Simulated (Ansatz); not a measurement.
TiSi$_{2}$: a fit and a missing row

TiSi$_{2}$, Fddd, a = 4.762 Å, b = 8.182 Å, c = 8.496 Å. Ansatz: PBEsol, PAW, 420 eV, Γ-centred 10×10×10 mesh on 6 atoms, Gaussian smearing 0.10 eV; no spin polarisation. Shape and atoms are relaxed at each volume; pressure is positive in compression.

```
V (Å³/atom) P (GPa)
     12.965    10.66
     13.379     4.91
     13.792     0.00
     14.206    -4.19
     14.620        ?
```

Problem. Take V0 = 13.792 Å³/atom, fit the third-order Birch–Murnaghan form to the other rows, and predict the missing pressure.

Solution. With the Eulerian strain f = ½[(V0/V)^(2/3) − 1] and y = P/[3f(1 + 2f)^(5/2)], the form is the line y = B0 + 1.5 B0 (B0′ − 4) f. Rows (f, y): 0.02104, 152.3; 0.01024, 151.9; -0.00976, 150.3. Means f = 0.007173, y = 151.50; Σ(Δf)² = 0.0004884, ΣΔfΔy = 0.03264; the slope is their ratio. y = 151.0 + 66.83 f GPa, so B0 = 151.0 GPa and B0′ = 4 + 2 × (66.83)/(3 × 151.0) = 4.30. At V = 14.620, f = -0.01906, y = 149.73 and P = -7.77 GPa. The run gave -7.75 GPa, so the fit is 0.02 GPa too low, a small miss on the scale of the series. The form still works here, 33 % of the fitted range beyond its end.